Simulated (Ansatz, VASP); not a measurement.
# One calculation of SrO, two programs

Contents of POSCAR:

```
SrO
1.0
   -0.2032193739      2.7387273788      2.7387273788
    2.7387273788     -0.2032193739      2.7387273788
    2.7387273788      2.7387273788     -0.2032193739
Sr O
1 1
Direct
   -0.0066524534     -0.0066524534     -0.0066524534
    0.2566524534      0.2566524534      0.2566524534
```

Contents of INCAR.step1:

```
PREC = Accurate
ENCUT = 520
ISMEAR = 0
SIGMA = 0.01
LREAL = F
LASPH = T
NELM = 60
NBANDS = 15
GGA = PE
ALGO = Normal
EDIFF = 1E-4
LWAVE = T
LCHARG = F
```

Contents of INCAR.step2:

```
PREC = Accurate
ENCUT = 520
EDIFF = 1E-7
ISMEAR = 0
SIGMA = 0.01
LREAL = F
LASPH = T
NELM = 60
ALGO = Normal
ISIF = 2
LWAVE = F
LCHARG = T
METAGGA = R2SCAN
LMIXTAU = T
LELF = T
LVHAR = T
NBANDS = 15
ISTART = 1
```

File KPOINTS:

```
Automatic mesh
0
Gamma
  8 8 8
```

Input for Ansatz:

```yaml
crystal:
  lattice:
    - [-0.2032193739, 2.7387273788, 2.7387273788]
    - [2.7387273788, -0.2032193739, 2.7387273788]
    - [2.7387273788, 2.7387273788, -0.2032193739]
  atoms:
    - { symbol: Sr, position: [-0.0066524534, -0.0066524534, -0.0066524534] }
    - { symbol: O, position: [0.2566524534, 0.2566524534, 0.2566524534] }
kpoints:
  mp_grid: { grid: [8, 8, 8] }
  band_path:
    path:
      - [0.0, 0.0, 0.0]
      - [-0.5, -0.5, 0.0]
      - [-0.375, -0.375, 0.25]
      - [-0.375, 0.0, 0.375]
      - [0.0, 0.0, 0.5]
      - [-0.5, -0.25, 0.25]
    npoints: 1
hamiltonian:
  xc: r2scan
scf:
  occupations: { method: fixed }
  n_extra_bands: 4
output:
  forces: true
  stress: true
  eigenvalues: true
```

Change from the starting cell: epitaxial_111 strain +5.4%.

Alike in both runs: task single point; functional r2SCAN; k mesh 8 × 8 × 8; no spin polarisation.

```csv
,VASP,Ansatz
version,VASP 6.6.1,Ansatz 0.2.0
potentials or method,"VASP PAW PBE potentials, release 64 (Sr_sv, O)","plane waves, PAW"
plane-wave cutoff (eV),520,500
occupations,"gaussian, width 0.01 eV",fixed
valence electrons in the cell,16,16
```

```csv
,VASP,Ansatz,Ansatz less VASP
gap on the k mesh at the Fermi level (eV),2.76,2.75,-0.013
pressure (GPa),-2.9,-3.3,-0.37
largest component of the traceless stress (GPa),1.66,1.63,-0.025
rms of the force components (eV/Å),0.008,0.004,-0.0037
```

Atom by atom the forces differ by 0.012 eV/Å (rms over components).

Caveats: the PAW data sets were made with another functional, which shifts forces and pressure a little (VASP). A k mesh can miss the band edges.
